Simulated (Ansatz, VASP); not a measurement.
**HgTe in VASP and in Ansatz**

```
Hg Te
1.0
    -3.04560    3.04560    1.55941
     3.04560   -3.04560    1.55941
     3.04560    3.04560   -1.55941
Hg Te
1 1
Cartesian
  0.0000 3.0456 0.7797
  0.0000 0.0000 0.0000
```

Measurements of this composition are mostly on another form, of space group No. 216.

Alike in both runs: task single point; functional HSE(alpha, omega); k mesh 5 × 5 × 5; occupations fermi-dirac, width 0.05 eV; no spin polarisation.

```csv
,VASP,Ansatz
version,VASP 6.6.1,Ansatz 0.2.0
potentials or method,"VASP PAW PBE potentials, release 64 (Hg, Te)",Ansatz PAW
plane-wave cutoff (eV),520,420
valence electrons in the cell,18,36
```

Ansatz gave:

- gap on the k mesh at the Fermi level (eV): none
- pressure (GPa): -1.5
- largest component of the traceless stress (GPa): 3.33

Q: Estimate VASP's values.

A: gap on the k mesh at the Fermi level (eV): none; pressure (GPa): -1.6; largest component of the traceless stress (GPa): 3.37.

A gap of «none» marks a metal or a gap that the smearing closes. The two sets of potentials don't hold the same shells in valence.

Caveats: the k mesh is coarse (spacing up to 0.45 Å⁻¹), so the values aren't converged, least of all with exact exchange; the PAW data sets were made with another functional, which shifts forces and pressure a little (VASP); the PAW data sets come from PBE, with cores solved anew for the run's functional, which leaves a small shift of forces and pressure (Ansatz); the thresholds are loose for stress (Ansatz). Spin-orbit coupling is left out, which matters for the levels of Hg, Te.
